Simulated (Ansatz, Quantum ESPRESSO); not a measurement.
## BN [001], zinc blende: uniaxial strain and lateral response

The c axis is held at a set length while the cell relaxes sideways. How do the lateral strain and the stress follow? The strained cell has c along the load; unstrained it is a = 2.5492 Å, b = 2.5492 Å, c = 3.6052 Å, α = 90.00°, β = 90.00°, γ = 90.00°, with 4 atoms.

Calculated with Ansatz 0.2.0, PBEsol, PAW files of the set soft_1, cutoff 600 eV, Fermi–Dirac smearing 0.02 eV, k-mesh 11×11×8, no spin polarisation, no spin-orbit coupling.

Relaxed positions at 0 %:

```csv
atom,x,y,z
N,0.5000,0.0000,0.7500
N,0.0000,0.5000,0.2500
B,0.0000,0.0000,0.0000
B,0.5000,0.5000,0.5000
```

```
ε_c (%)   a (Å)   c (Å)  ε_a (%)  σ (GPa, tension positive)
     −3  2.5650  3.4970    0.621                     −21.56
     −2  2.5594  3.5330    0.400                     −14.44
      0  2.5492  3.6052    0.000                      −0.01
      1  2.5447  3.6412   −0.178                       7.25
      2  2.5404  3.6772   −0.346                      14.51
      3  2.5365  3.7133   −0.501                      21.76
```

**Question.** Fit both responses and give the free strain and the stress at −1 %, a row left out above.

Least squares with y = y0 + y1 ε + y2 ε² (ε in %) gives ε_a = 0.001 + (−0.1868) ε + (0.0066) ε² and σ = 0.00 + (7.226) ε + (0.011) ε² GPa. The linear terms put the ratio of free to applied strain at −0.187 and the Young modulus at 723 GPa.

At −1 % the free strain comes out as 0.194 %. The run itself gives 0.194 %, so the estimate misses by 0.000 %, a rounding's worth.

The stress comes out as −7.22 GPa. The run itself gives −7.24 GPa, so the estimate misses by 0.02 GPa; the fitted rows themselves lie up to 0.03 GPa off the law.

Along a cube axis ν = C12/(C11 + C12) and Y = (C11 − C12)(C11 + 2C12)/(C11 + C12), so C11 = Y(1 − ν)/[(1 + ν)(1 − 2ν)] = 790 GPa and C12 = 182 GPa.

The same fit over all rows at other levels or in other programs gives the strain ratio = −0.187 with PBEsol (Quantum ESPRESSO, GBRV).

[Logs are printed without paths, hosts, clocks, repeated set-up lines and the standing remarks that a program may print on its own settings, such as how far it seeks lower states.]
